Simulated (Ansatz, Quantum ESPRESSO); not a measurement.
This is a calculation of Pt for Quantum ESPRESSO 7.5 (ASE script). 

Contents of run.py:

```python
import numpy as np
from ase.calculators.espresso import Espresso, EspressoProfile
from ase.io import read

atoms = read('Pt.cif')

input_data = {
    'control': {'calculation': 'scf', 'prefix': 'pwscf', 'outdir': './tmp', 'tprnfor': True, 'tstress': True, 'disk_io': 'low'},
    'system': {'ecutwfc': 45.0, 'ecutrho': 360.0, 'nbnd': 14, 'occupations': 'smearing', 'smearing': 'fd', 'degauss': 0.00367493},
    'electrons': {'conv_thr': 2e-10, 'electron_maxstep': 120, 'mixing_beta': 0.5},
}
pseudopotentials = {'Pt': 'pt_pbesol_v1.4.uspp.F.UPF'}
profile = EspressoProfile(command='mpirun -n 2 pw.x -nk 2', pseudo_dir='pseudo')
dft = Espresso(profile=profile, input_data=input_data, pseudopotentials=pseudopotentials, kpts=(12, 12, 12), koffset=(0, 0, 0))
atoms.calc = dft

from ase.optimize import LBFGS
from ase.filters import FrechetCellFilter
done = LBFGS(FrechetCellFilter(atoms), trajectory='opt.traj').run(fmax=0.02, steps=30)
print('converged', done)
print('cell (A)', np.round(atoms.cell.cellpar(), 5))
print(f'energy {atoms.get_potential_energy():.8f} eV')
print('forces (eV/A)')
print(np.round(atoms.get_forces(), 6))
print('stress (eV/A^3, Voigt)')
print(np.round(atoms.get_stress(), 8))
print(f'Fermi level {dft.get_fermi_level():.4f} eV')
```

Pt.cif

```cif
data_Pt
_cell_length_a 2.77313137
_cell_length_b 2.77313137
_cell_length_c 2.77313137
_cell_angle_alpha 60.00000000
_cell_angle_beta 60.00000000
_cell_angle_gamma 60.00000000
_space_group_name_H-M_alt 'P1'
_space_group_name_Hall 'P 1'
_space_group_IT_number 1
loop_
_space_group_symop_operation_xyz
'x,y,z'
loop_
_atom_site_label
_atom_site_type_symbol
_atom_site_symmetry_multiplicity
_atom_site_Wyckoff_symbol
_atom_site_fract_x
_atom_site_fract_y
_atom_site_fract_z
_atom_site_occupancy
Pt1 Pt 1 a 0.0000000000 0.0000000000 0.0000000000 1
```

Potentials or basis: GBRV 1.5 PBEsol.

Launch:

```sh
$ OMP_NUM_THREADS=1 python run.py
```

Task: Set up the same calculation for Ansatz 0.2.0. Potentials or basis there: all-electron LAPW, scalar-relativistic.

Result: As run (cutoffs and basis follow the program's own potentials, and thresholds, step limits or extra output files can differ):

input.yaml

```yaml
crystal:
  lattice:
    - [0.0, 1.9609, 1.9609]
    - [1.9609, 0.0, 1.9609]
    - [1.9609, 1.9609, 0.0]
  atoms:
    - { symbol: Pt, position: [0.0, 0.0, 0.0] }
kpoints:
  mp_grid: { grid: [12, 12, 12] }
scf:
  occupations: { method: fermi_dirac, width: 0.05 }
hamiltonian:
  xc: pbesol
  pseudopotentials: { kind: all_electron, lapw: { basis_error: 0.001 } }
output:
  forces: true
  stress: true
relax:
  f_tol: 0.005
  max_steps: 60
  cell: {}
```

Potentials or basis: all-electron LAPW, scalar-relativistic.

Run with:

```console
$ ansatz run input.yaml --threads 1 --pin off --max-ram 3072MiB --backend cpu --events-out ev --progress --plain --runs-dir out
```

Both were run:

|  | Quantum ESPRESSO | Ansatz |
| --- | --- | --- |
| Relaxed volume | 14.99 Å³/atom | 15.05 Å³/atom |
| Relaxed cell | a = 2.767 Å, b = 2.767 Å, c = 2.767 Å, α = 60.00°, β = 60.00°, γ = 60.00° | a = 2.771 Å, b = 2.771 Å, c = 2.771 Å, α = 60.00°, β = 60.00°, γ = 60.00° |
| Space group after relaxing | Fm-3m (No. 225) | Fm-3m (No. 225) |
| Pressure after relaxing | 0.0 GPa | 0.0 GPa |

Where Ansatz's input types no cutoff or centring, it takes its own default and a Γ-centred mesh.

Pressure is positive in compression.
